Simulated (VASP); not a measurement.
Wanted: the native input for a VASP 6.6.1 run.

```yaml
Task: single point
Functional: PBE
Potentials_or_basis: VASP PAW PBE potentials, release 64 (Ag, Br)
Cutoff: 520 eV
k_mesh: 8 × 8 × 8
Occupations: fermi-dirac, width 0.02 eV
Spin: no spin polarisation
Dipole_correction: no
Further_INCAR_settings: ALGO = Normal; EDIFF = 1e-06; NBANDS = 16
```

The structure of AgBr lies in POSCAR:

```
AgBr
1.0
    0.0000000000      2.9745976568      2.9745976568
    2.9745976568      0.0000000000      2.9745976568
    2.9745976568      2.9745976568      0.0000000000
Ag Br
1 1
Direct
    0.0000000000      0.0000000000      0.0000000000
    0.5000000000      0.5000000000      0.5000000000
```

The cell was built by a generator and needn't be a form met in nature.

The cell isn't the ideal one: hydrostatic strain +2.8%.

These files were run (other wordings do the same):

INCAR

```
SYSTEM = AgBr
PREC = Accurate
ENCUT = 520
EDIFF = 1E-6
ISMEAR = -1
SIGMA = 0.02
LREAL = .False.
LASPH = .True.
NELM = 100
ALGO = Normal
ISIF = 2
LWAVE = .False.
LCHARG = .False.
GGA = PE
NBANDS = 16
```

KPOINTS

```
regular mesh
0
Gamma
  8 8 8
  0 0 0
```

Potentials or basis: VASP PAW PBE potentials, release 64 (Ag, Br).

Command:

```bash
$ cat potpaw_PBE.64/Ag/POTCAR potpaw_PBE.64/Br/POTCAR > POTCAR
$ mpirun -np 1 vasp_std > vasp.out
```

Results of the run:

The pressure is -1.9 GPa and the band gap on the k mesh is 0.72 eV, indirect (least direct gap 2.28 eV).

Wall time 11 s on 1 thread of Intel(R) Xeon(R) 6975P-C (Granite Rapids), with other jobs on the host, peak memory 0.18 GiB.
